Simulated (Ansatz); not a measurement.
## Zn: single point with RPBE

Zn:

```
Zn
1.0
     2.71765    0.00000    0.00000
    -0.90588    2.56223    0.00000
    -0.90588   -1.28111    2.21895
Zn
1
Direct
  0.00000 0.00000 0.00000
```

This isn't the form of Zn at room conditions, which is hcp.

The cell isn't the ideal one: the cell as VASP's run set it.

```yaml
Program: Ansatz 0.2.0
Task: single point
Functional: RPBE
Potentials_or_basis: all-electron LAPW, scalar-relativistic
Cutoff: 253 eV (chosen from the basis error)
Basis_error_allowed: 0.001 eV/atom
k_mesh: 12 × 12 × 12
Occupations: gaussian, width 0.1 eV
Spin: no spin polarisation
```

* Pressure: 2.5 GPa
* Band gap on the k mesh: none (metal or under the smearing width)

Levels at points of the mesh, in eV from the Fermi level:
```
              k point  band 8  band 9  band 10  band 11  band 12  band 13
   (0.00, 0.00, 0.00)   -7.71   -7.21    -7.21    19.08    19.08    19.08
  (0.00, 0.00, -0.50)   -7.18   -6.88    -2.64    -0.94    11.31    12.59
(-0.50, -0.50, -0.50)   -6.96   -6.96     4.20     4.20     4.20     7.58
```

Run time: 7.1 s on 1 thread of Intel(R) Xeon(R) Processor @ 2.70GHz, on a shared host, peak memory 0.27 GiB.
